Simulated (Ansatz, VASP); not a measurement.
## Two plane-wave programs on Cs

File INCAR:

```
PREC     = Accurate       # precision mode
ENCUT    = 520            # plane-wave cutoff, eV
EDIFF    = 1E-6           # SCF threshold, eV
ISMEAR   = -1             # smearing method
SIGMA    = 0.1            # smearing width, eV
LREAL    = False          # projectors in reciprocal space
LASPH    = True           # aspherical terms in the spheres
NELM     = 80             # most SCF steps
ALGO     = Normal         # electronic algorithm
ISIF     = 2              # what is computed and relaxed
LWAVE    = False          # write WAVECAR
LCHARG   = True           # write CHGCAR
LELF     = True           # ELF
LVHAR    = True         
NBANDS   = 10             # bands
```

Contents of KPOINTS:

```
regular mesh
0
Gamma
  8 8 8
```

File POSCAR:

```
Cs
1.0
    3.7281351621      0.0000000000      0.0000000000
    0.0000000000      3.7281351621      0.0000000000
    0.0000000000      0.0000000000      3.7281351621
Cs
1
Direct
    0.0000000000      0.0000000000      0.0000000000
```

Input for Ansatz:

```yaml
crystal:
  lattice:
    - [3.7281351621, 0.0, 0.0]
    - [0.0, 3.7281351621, 0.0]
    - [0.0, 0.0, 3.7281351621]
  atoms:
    - { symbol: Cs, position: [0.0, 0.0, 0.0] }
kpoints:
  mp_grid: { grid: [8, 8, 8] }
scf:
  occupations: { method: fermi_dirac, width: 0.1 }
hamiltonian:
  xc: lda
  pseudopotentials: { kind: paw }
output:
  forces: true
  stress: true
  eigenvalues: true
  populations: true
```

Change from the starting cell: volume scaled by 0.5, PAW files.

Alike in both runs: task single point; functional LDA; k mesh 8 × 8 × 8; occupations fermi-dirac, width 0.1 eV; no spin polarisation.

|  | VASP | Ansatz |
| --- | --- | --- |
| version | VASP 6.6.1 | Ansatz 0.2.0 |
| potentials or method | VASP PAW LDA potentials, release 64 (Cs_sv) | PAW with Ansatz's default frozen-core files, scalar-relativistic |
| plane-wave cutoff (eV) | 520 | 420 |
| valence electrons in the cell | 9 | 9 |

```csv
,VASP,Ansatz,Ansatz less VASP
pressure (GPa),1.8,1.8,-0.03
```

The runs have no spin-orbit coupling, so splittings on Cs are missing.
